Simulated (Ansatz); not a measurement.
Here is an Ansatz 0.2.0 calculation.

Contents of input.yaml:

```yaml
crystal:
  lattice:
    - [0.0, 3.059, 3.059]
    - [3.059, 0.0, 3.059]
    - [3.059, 3.059, 0.0]
  atoms:
    - { symbol: Sb, position: [0.75, 0.75, 0.75] }
    - { symbol: Ga, position: [0.0, 0.0, 0.0] }
hamiltonian:
  xc: pbe
  pseudopotentials: { kind: paw }
kpoints:
  mp_grid: { grid: [8, 8, 8] }
scf:
  occupations: { method: gaussian, width: 0.018 }
output:
  forces: true
  stress: true
  eigenvalues: true
```

Potentials or basis: Ansatz PAW.

The run is started by

```console
$ ansatz run input.yaml --threads 2 --pin off --max-ram 5632MiB --backend cpu --events-out ev --progress --plain --runs-dir out
```

(1) Estimate the pressure.

(2) Predict the band gap on the k mesh.

Results:

(1) 2.3 GPa.

(2) 0.03 eV, direct.

Caveat: spin-orbit coupling is left out, which moves the levels of the heavy elements.

**What was measured.**

A printed reference work, data compilation reports, for a bulk crystal of GaSb at 4.2 K: band gap 0.811 eV (direct).

Measured gap of GaSb: 0.811 eV (direct; 4.2 K; a printed reference work, data compilation). This calculation gives 0.03 eV (-0.78 eV). Spin-orbit coupling on Ga, Sb is left out. The value is that of PBE on a finite k mesh, which can miss the band edges, without temperature or zero-point motion. Semilocal functionals fall short of measured gaps as a rule.
